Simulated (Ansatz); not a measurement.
**Ga in Ansatz: the effect of functional**

Crystal: Ga.

```xyz
2
Lattice="2.7784 0.0000 0.0000 0.0000 3.2816 0.0000 -1.3434 0.0000 3.9903" Properties=species:S:1:pos:R:3 pbc="T T T"
Ga   -0.6607    2.4612    3.0732
Ga    2.0957    0.8204    0.9171
```

This isn't the form of Ga at room conditions, which is orthorhombic.

Alike in all runs:

```yaml
Program: Ansatz 0.2.0
Task: band structure
Potentials_or_basis: all-electron LAPW, scalar-relativistic
Cutoff: 251 eV (chosen from the basis error)
Basis_error_allowed: 0.001 eV/atom
k_mesh: 10 × 8 × 7
Occupations: fermi-dirac, width 0.05 eV
Spin: no spin polarisation
```

| functional | pressure (GPa) | largest force (eV/Å) |
| --- | --- | --- |
| PBE | 3.1 | 0.09 |
| LDA | -2.7 | 0.07 |
| PBEsol | ? | ? |

Task: What does the run with functional PBEsol give?

Result: Pressure -0.6 GPa; largest force 0.07 eV/Å.
